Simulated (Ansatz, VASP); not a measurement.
SiNi in VASP and in Ansatz

```xyz
8
Lattice="4.4228 0.0000 0.0000 0.0000 4.4228 0.0000 0.0000 0.0000 4.4228" Properties=species:S:1:pos:R:3 pbc="T T T"
Si    3.7445    3.7445    3.7445
Si    2.8897    0.6783    1.5331
Si    1.5331    2.8897    0.6783
Si    0.6783    1.5331    2.8897
Ni    0.6616    0.6616    0.6616
Ni    1.5498    3.7613    2.8730
Ni    2.8730    1.5498    3.7613
Ni    3.7613    2.8730    1.5498
```

Alike in both runs: functional PBEsol; k mesh 8 × 8 × 8; occupations gaussian, width 0.1 eV; no spin polarisation.

Ansatz relaxed the structure, and its values are those at the end. VASP's run is a single point on that final structure, the one shown.

|  | VASP | Ansatz |
| --- | --- | --- |
| version | VASP 6.6.1 | Ansatz 0.2.0 |
| potentials or method | VASP PAW PBE potentials, release 64 (Si, Ni) | scalar-relativistic, plane waves, PAW |
| plane-wave cutoff (eV) | 520 | 420 |
| valence electrons in the cell | 56 | 88 |

VASP gave:

```
gap on the k mesh at the Fermi level (eV) : none
pressure (GPa)                            : 6.8
```

Task: What did Ansatz give for the same quantities?

Result: gap on the k mesh at the Fermi level (eV): none; pressure (GPa): 6.6.

A gap of «none» marks a metal or a gap that the smearing closes. The two sets of potentials don't hold the same shells in valence. Ansatz warned: «stress_scf_threshold_loose».

Caveats: the PAW data sets were made with another functional, which shifts forces and pressure a little (VASP). Spin polarisation is off, so any magnetic state and its effect on volume and gap are missing.
